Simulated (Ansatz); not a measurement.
## CsI: all-electron results

```
Cs I
1.0
     4.56670    0.00000    0.00000
     0.00000    4.56670    0.00000
     0.00000    0.00000    4.56670
Cs I
1 1
Direct
  0.00000 0.00000 0.00000
  0.50000 0.50000 0.50000
```

Atoms are numbered in the order listed.

The cell is COD entry 9008790, as deposited and not checked against the literature; nothing was relaxed.

No spin–orbit coupling, which matters for the heavy atoms here.

Methods: DFT, PBE, all-electron LAPW, scalar-relativistic (Ansatz 0.2.0); DFT, PBE, PAW with Ansatz's default frozen-core files, scalar-relativistic (Ansatz 0.2.0).

For LAPW: a Γ-centred 7×7×7 k mesh, Fermi–Dirac smearing of 0.01 eV, basis error target 0.25 meV/atom, no spin polarisation. PAW takes a cutoff of 420 eV at this cell. The Ansatz runs share mesh, smearing and spin set-up. Values come from LAPW unless marked.

* Pressure at this cell: 0.75 GPa
* Band gap: 3.89 eV, indirect from M (0.5, 0.5, 0) to Γ
* Smallest direct gap on the path: 3.97 eV
* Löwdin charges (with 0.08 e of the cell spilling out of the atomic basis, so their sizes and signs hang on that basis): Cs1 0.74, I2 -0.67 e
* Bader charges (from the PAW run): Cs1 +0.79, I2 -0.79 e
* Volume per atom: 47.62 Å³
